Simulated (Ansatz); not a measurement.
# Cu (Cmcm) in Ansatz: further runs

The runs below take Cu through single point, equation of state, with PBEsol.

All numbers are computed with Ansatz 0.2.0; they aren't measurements. Logs are shortened: lines on timing, memory, paths and dates and some standing lists are left out, and cuts for length are marked.

## (1) Starting point

The structure is orthorhombic, space group Cmcm (No. 63). The conventional cell has a = 2.437 Å, b = 7.953 Å, c = 2.475 Å, α = 90.00°, β = 90.00°, γ = 90.00°. Cu (site symmetry m2m) is surrounded by 10 Cu at 2.44 to 2.54 Å.

This isn't the form of Cu at room conditions, which is fcc.

## (2) Single point, PBEsol, 11.27 Å³/atom (volume scaled by 0.94)

input.yaml

```yaml
crystal:
  lattice:
    - [1.1935901047, -3.895204662, 0.0]
    - [1.1935901047, 3.895204662, 0.0]
    - [0.0, 0.0, 2.424961027]
  atoms:
    - { symbol: Cu, position: [0.86613335, 0.13386665, 0.75] }
    - { symbol: Cu, position: [0.13386665, 0.86613335, 0.25] }
hamiltonian:
  xc: pbesol
  pseudopotentials: { kind: paw, source: jth, xc_functional: pbe }
kpoints:
  mp_grid: { grid: [11, 11, 11] }
scf:
  occupations: { method: fermi_dirac, width: 0.05 }
output:
  forces: true
  stress: true
  eigenvalues: true
```

Potentials or basis: JTH PAW.

Started as:

```bash
> ansatz run input.yaml --threads 2 --pin off --max-ram 5632MiB --backend cpu --events-out ev --progress --plain --runs-dir out
```

The program printed:

```text
Warning: the checks of this Cu dataset prove no rule for summing its radial tables, as where they were carried onto another mesh than they were made on, and Gregory's rule is taken, under which a leading mesh point left out moves its sums only by what lay on the interval it spanned. That does not make them correct, and they differ from Quantum ESPRESSO's on this file; a re-export a fraction of a mesh step off can move them. hamiltonian.pseudopotentials.radial_quadrature: simpson_from_first_knot sums it by `pw.x`'s rule; on a PAW file no value gives `pw.x`'s numbers. What more to know: hamiltonian.pseudopotentials.radial_quadrature, in the input reference
Warning: RAYON_NUM_THREADS=2 ignored (pool sized by the plan → 2); use --threads N
Engine: ansatz 0.2.0, x86_64-unknown-linux-gnu
Pseudopotentials: kind: paw
Pseudopotential: Cu, paw, valence charge 19, recommended cutoff 1350 eV (normal), Cu.paw.azcp
Functional definition: PBEsol
  exchange = pbesol_x
  correlation = pbesol_c
Crystal: 2 atoms, lattice volume = 22.549 Å³
Basis set: ecut = 1350 eV, 2531 PW (Γ), exchange–correlation on 100×100×60 points (8 copies of the dense FFT grid, shifted against one another)
Bands: 23, of which v1, the nominal top of the filled ones, is band 19 counted from 1 (18 counted from 0)
Symmetry: 8 space group operations
Space group: Cmcm (ITA 63), of the structure as read, at distance tolerance 2.8e-5 Å
k-points: 216 of 1331
Non-local potential: Cu, projectors of the file, l = 0: 2, l = 1: 2, l = 2: 2
PAW form: soft (Blöchl's): semilocal exchange-correlation on the pseudo side does not see the compensation charge
PAW frozen core: Cu, regenerated for the run's functional, and the local potential with it (the file was generated under x = pbe(κ = 0.804, μ = 0.2195149727645171), c = pbe(β = 0.06672455060314922))
PAW one-centre angular grid: Cu, 590 points (default); XC on 64 Gauss nodes
Initial density: superposition of atomic densities (chi_scale 0.1, normalization cell)
Initial wavefunctions: pseudopotential atomic-orbital guess
Functional: x = pbesol(κ = 0.804, μ = 0.12345679012345678), c = pbesol(β = 0.046)
SCF iter   1: F=—  HF=-13177.829465 eV  |F-HF|=—  |Δ(HF+E_count)|=         —  Δρ=2.00e-1  dr2=6.98e0  ethr=3.10e-3  ⟨swp⟩=6.2  Hψ=23342  notcnv=0
preconditioner: auto → none  [metal: Δε(μ)=0.040 eV  Ē_g=10.038 eV  σ=0.050 eV  W_gap=0.20  n_scr=8 (ndim 8)  ℏωp=36.7 eV  f_vac=0.000  D(μ)=0.90/eV (n_scr^D=4)  sad-step TF]
SCF iter   2: F=—  HF=-13176.259739 eV  |F-HF|=—  |Δ(HF+E_count)|=    1.57e0  Δρ=9.21e-2  dr2=1.62e0  ethr=3.10e-3  ⟨swp⟩=2.2  Hψ=9912  notcnv=0  defer=10
SCF iter   3: F=—  HF=-13175.850117 eV  |F-HF|=—  |Δ(HF+E_count)|=   4.10e-1  Δρ=1.65e-2  dr2=5.55e-2  ethr=3.10e-3  ⟨swp⟩=2.0  Hψ=7669  notcnv=0  defer=10
SCF iter   4: F=—  HF=-13175.834986 eV  |F-HF|=—  |Δ(HF+E_count)|=   1.51e-2  Δρ=1.97e-3  dr2=2.81e-3  ethr=1.46e-4  ⟨swp⟩=2.0  Hψ=7597  notcnv=0  defer=16
SCF iter   5: F=—  HF=-13175.834042 eV  |F-HF|=—  |Δ(HF+E_count)|=   9.44e-4  Δρ=3.22e-4  dr2=5.35e-6  ethr=7.40e-6  ⟨swp⟩=2.0  Hψ=8028  notcnv=0  defer=16
SCF iter   6: F=—  HF=-13175.834049 eV  |F-HF|=—  |Δ(HF+E_count)|=   6.89e-6  Δρ=6.68e-5  dr2=2.09e-7  ethr=1.41e-8  ⟨swp⟩=2.1  Hψ=7968  notcnv=0  defer=16
SCF iter   7: F=-13175.834049 eV  HF=-13175.834049 eV  |F-HF|=1.08e-9  |Δ(HF+E_count)|=   2.76e-7  Δρ=3.13e-6  dr2=1.08e-9  ethr=2.63e-10  ⟨swp⟩=5.2  Hψ=21637  notcnv=0
SCF 1 converged in 7 iterations: F = -13175.834049 eV  dr2 = 1.08e-9
SCF converged after 7 iterations
Free energy (F): -13175.834049 eV
Harris-Foulkes:  -13175.834049 eV  (|F-HF|=1.08e-9)
Internal energy: -13175.830328 eV  (E = F + TS)
E sigma→0 (E₀):  -13175.832189 eV
Entropy (-TS):   -0.003721 eV (-1.860 meV/atom)
Fermi energy:    20.774149 eV
--- Per-component energies (eV) ---
  E_band       = -570.443429
  E_kinetic    = 599.802997
  E_local      = -5064.172216  (includes V_loc(G=0)·N_el)
  E_nonlocal   = -2308.227053
  E_hartree    = 2231.758958
  E_xc         = -149.680845
  E_vxc        = -194.002849  (∫ρ·V_xc dr)
  E_paw        = -1845.040062  (= ΣΔE_a)
  E_vpaw       = 1932.640624  (= ΣTr[D̂ρ^β])
  E_aug_tail   = 0.000101  (compensation charges beyond the density's cutoff)
  E_ewald      = -6640.684234
  E_core_change = 0.412025  (= ΣΔE_core)
  E_smearing   = -0.003721  (= −TS)
  E_closure    = -0.000000  (closes the sum)
  Σ components = -13175.834049   (vs F -13175.834049, Δ=0.00e0)
--- Forces (eV/Å), atoms counted from 1 ---
  atom   1  Cu     0.00000000    -0.08121998     0.00000000
  atom   2  Cu    -0.00000000     0.08121998    -0.00000000
  max |Σ_I F_I| component: 0.00e0 eV/Å
--- Stress (GPa, compression-positive) ---
        8.637832      -0.000000      -0.000000
       -0.000000       8.533363       0.000000
       -0.000000       0.000000       9.804392
  P = ⅓ Tr σ = 8.9919 GPa (89.919 kbar)
--- Band table (eV; the first three rows and the last of 216) ---
  k-point 0: bands = ["-91.6744", "-91.6494", "-49.2776", "-49.1626", "-49.1203", "-49.1156", "-49.1068", "-49.0898", "10.9900", "15.4482", "16.2819", "16.8115", "17.5906", "17.8810", "18.3551", "18.6967", "18.9189", "19.0733", "19.3433", "20.4921", "25.9351", "36.0440", "39.8978"]
  k-point 1: bands = ["-91.6731", "-91.6491", "-49.2736", "-49.1700", "-49.1249", "-49.1226", "-49.1058", "-49.0894", "11.2133", "15.5817", "16.3106", "16.8391", "17.5351", "17.9272", "18.3342", "18.6059", "18.7856", "18.9607", "19.0502", "21.2998", "26.0030", "33.8124", "40.1772"]
  k-point 2: bands = ["-91.6695", "-91.6484", "-49.2623", "-49.1895", "-49.1499", "-49.1298", "-49.1030", "-49.0887", "11.8680", "15.9313", "16.3852", "16.8741", "17.3974", "17.9041", "18.2628", "18.3299", "18.4201", "19.0080", "19.0162", "22.7030", "26.2229", "30.3681", "39.5645"]
  k-point 215: bands = ["-91.6524", "-91.6517", "-49.2778", "-49.2761", "-49.1552", "-49.1526", "-49.0927", "-49.0878", "15.3124", "15.4194", "16.8582", "17.0137", "18.2010", "18.2207", "18.6727", "18.7686", "18.8285", "19.1487", "19.2516", "19.9664", "24.8913", "25.3408", "38.4623"]
```

Wall time 27 s (2 threads of AMD EPYC (Zen 3), shared host); peak memory 0.71 GiB.

Results:

```
Free energy            : -13175.8340 eV
Pressure               : 9.0 GPa
Largest force          : 0.081 eV/Å
Band gap on the k mesh : none (metal or under the smearing width)
```

## (3) Single point, PBEsol, 11.51 Å³/atom (volume scaled by 0.96)

Changes to input.yaml since step 2:

```diff
@@ -2,5 +2,5 @@
   lattice:
-    - [1.1935901047, -3.895204662, 0.0]
-    - [1.1935901047, 3.895204662, 0.0]
-    - [0.0, 0.0, 2.424961027]
+    - [1.2019959458, -3.9226365845, 0.0]
+    - [1.2019959458, 3.9226365845, 0.0]
+    - [0.0, 0.0, 2.44203878]
   atoms:
```

Potentials or basis: JTH PAW.

Started as:

```bash
> ansatz run input.yaml --threads 2 --pin off --max-ram 5632MiB --backend cpu --events-out ev --progress --plain --runs-dir out
```

It took 25 s on 2 threads of AMD EPYC (Zen 3), shared host; peak memory 0.72 GiB.

The run converged. Its results:

| Property | Result |
| --- | --- |
| Free energy | -13175.8549 eV |
| Pressure | 5.0 GPa |
| Largest force | 0.050 eV/Å |
| Band gap on the k mesh | none (metal or under the smearing width) |

## (4) Single point, PBEsol, 11.75 Å³/atom (volume scaled by 0.98)

Changes to input.yaml since step 3:

```diff
@@ -2,5 +2,5 @@
   lattice:
-    - [1.2019959458, -3.9226365845, 0.0]
-    - [1.2019959458, 3.9226365845, 0.0]
-    - [0.0, 0.0, 2.44203878]
+    - [1.2102858349, -3.9496901055, 0.0]
+    - [1.2102858349, 3.9496901055, 0.0]
+    - [0.0, 0.0, 2.458880959]
   atoms:
```

Started as:

```bash
> ansatz run input.yaml --threads 2 --pin off --max-ram 5632MiB --backend cpu --events-out ev --progress --plain --runs-dir out
```

Run time: 26 s. Hardware: 2 threads of AMD EPYC (Zen 3), shared host; peak memory 0.72 GiB.

Results (log left out):

```yaml
Free_energy: -13175.8647 eV
Pressure: 1.5 GPa
Largest_force: 0.021 eV/Å
Band_gap_on_the_k_mesh: none (metal or under the smearing width)
```

## (5) Single point, PBEsol, 11.99 Å³/atom

Changes to input.yaml since step 4:

```diff
@@ -2,5 +2,5 @@
   lattice:
-    - [1.2102858349, -3.9496901055, 0.0]
-    - [1.2102858349, 3.9496901055, 0.0]
-    - [0.0, 0.0, 2.458880959]
+    - [1.21846369, -3.9763780104, 0.0]
+    - [1.21846369, 3.9763780104, 0.0]
+    - [0.0, 0.0, 2.4754955235]
   atoms:
```

Started as:

```bash
> ansatz run input.yaml --threads 2 --pin off --max-ram 5632MiB --backend cpu --events-out ev --progress --plain --runs-dir out
```

It took 25 s on 2 threads of AMD EPYC (Zen 3), shared host; peak memory 0.74 GiB.

It converged, with:

| Quantity | Value |
| --- | --- |
| Free energy | -13175.8645 eV |
| Pressure | -1.6 GPa |
| Largest force | 0.006 eV/Å |
| Band gap on the k mesh | none (metal or under the smearing width) |

## (6) Single point, PBEsol, 12.23 Å³/atom (volume scaled by 1.02)

Changes to input.yaml since step 5:

```diff
@@ -2,5 +2,5 @@
   lattice:
-    - [1.21846369, -3.9763780104, 0.0]
-    - [1.21846369, 3.9763780104, 0.0]
-    - [0.0, 0.0, 2.4754955235]
+    - [1.2265332211, -4.0027124071, 0.0]
+    - [1.2265332211, 4.0027124071, 0.0]
+    - [0.0, 0.0, 2.4918900114]
   atoms:
```

Potentials or basis: JTH PAW.

Started as:

```bash
> ansatz run input.yaml --threads 2 --pin off --max-ram 5632MiB --backend cpu --events-out ev --progress --plain --runs-dir out
```

It took 25 s on 2 threads of AMD EPYC (Zen 3), shared host; peak memory 0.75 GiB.

Results (log left out):

| Item | Value |
| --- | --- |
| Free energy | -13175.8556 eV |
| Pressure | -4.3 GPa |
| Largest force | 0.030 eV/Å |
| Band gap on the k mesh | none (metal or under the smearing width) |

## (7) Single point, PBEsol, 12.47 Å³/atom (volume scaled by 1.04)

Changes to input.yaml since step 6:

```diff
@@ -2,5 +2,5 @@
   lattice:
-    - [1.2265332211, -4.0027124071, 0.0]
-    - [1.2265332211, 4.0027124071, 0.0]
-    - [0.0, 0.0, 2.4918900114]
+    - [1.2344979457, -4.0287047744, 0.0]
+    - [1.2344979457, 4.0287047744, 0.0]
+    - [0.0, 0.0, 2.5080715687]
   atoms:
@@ -19 +19,5 @@
   eigenvalues: true
+  write_density: true
+  write_potential: true
+  elf: true
+  volumetric_format: npy
```

Started as:

```bash
> ansatz run input.yaml --threads 2 --pin off --max-ram 5632MiB --backend cpu --events-out ev --progress --plain --runs-dir out
```

Run time: 36 s. Hardware: 2 threads of AMD EPYC (Zen 3), shared host; peak memory 0.75 GiB.

It converged, with:

| Property | Result |
| --- | --- |
| Free energy | -13175.8390 eV |
| Pressure | -6.7 GPa |
| Largest force | 0.052 eV/Å |
| Band gap on the k mesh | none (metal or under the smearing width) |

## (8) Single point, PBEsol, 12.71 Å³/atom (volume scaled by 1.06)

Changes to input.yaml since step 7:

```diff
@@ -2,5 +2,5 @@
   lattice:
-    - [1.2344979457, -4.0287047744, 0.0]
-    - [1.2344979457, 4.0287047744, 0.0]
-    - [0.0, 0.0, 2.5080715687]
+    - [1.242361202, -4.0543660062, 0.0]
+    - [1.242361202, 4.0543660062, 0.0]
+    - [0.0, 0.0, 2.5240469776]
   atoms:
@@ -19,5 +19 @@
   eigenvalues: true
-  write_density: true
-  write_potential: true
-  elf: true
-  volumetric_format: npy
```

Started as:

```bash
> ansatz run input.yaml --threads 2 --pin off --max-ram 5632MiB --backend cpu --events-out ev --progress --plain --runs-dir out
```

It took 27 s on 2 threads of AMD EPYC (Zen 3), shared host; peak memory 0.77 GiB.

The run converged. Its results:

- Free energy: -13175.8155 eV
- Pressure: -8.9 GPa
- Largest force: 0.072 eV/Å
- Band gap on the k mesh: none (metal or under the smearing width)

## (9) Equation of state, PBEsol

Potentials or basis: JTH PAW.

No new run: the results of the series are fitted here.

Results:

| Item | Value |
| --- | --- |
| Equilibrium volume | 11.87 Å³/atom |
| Bulk modulus at fixed shape and positions | 154 GPa |
| Pressure derivative of the bulk modulus | 5.0 |

Energy against volume, from the lowest point:
| volume (Å³/atom) | energy (meV/atom) |
| --- | --- |
| 11.274 | 15.31 |
| 11.514 | 4.86 |
| 11.754 | 0.00 |
| 11.994 | 0.08 |
| 12.234 | 4.53 |
| 12.474 | 12.85 |
| 12.714 | 24.59 |

Caveat: the cell was scaled at fixed shape and fractional positions, which overstates the stiffness of a crystal with free parameters, most of all of layers and chains.
